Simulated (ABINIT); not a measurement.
Ta, 1 atom in the cell. It takes space group Im-3m (No. 229, cubic). Conventional cell: a = 3.303 Å, b = 3.303 Å, c = 3.303 Å, α = 90.00°, β = 90.00°, γ = 90.00°. Around Ta (site symmetry m-3m) lie 8 Ta at 2.86 Å. 

| Quantity | Value |
| --- | --- |
| Program | ABINIT 10.8.3 (patched build) |
| Task | single point |
| Functional | PBE |
| Potentials or basis | PseudoDojo NC SR PBE v0.4.1 standard |
| Cutoff | 707 eV |
| k mesh | 8 × 8 × 8 |
| Occupations | fermi-dirac, width 0.05 eV |
| Spin | no spin polarisation |

Potentials or basis: PseudoDojo NC SR PBE v0.4.1 standard.

Command:

```bash
$ mpirun --bind-to none -np 4 abinit run.abi > log 2>&1
```

Hardware: 4 MPI ranks on Arm Neoverse V1 (shared host).

**Question.** Estimate the wall time of this run.

**Answer.** Wall time 2.9 s on 4 MPI ranks on Arm Neoverse V1 (shared host), peak memory 0.24 GiB a rank. Counts: scf iterations 6, mpi ranks 4, k points 29, bands 11, plane waves 784.
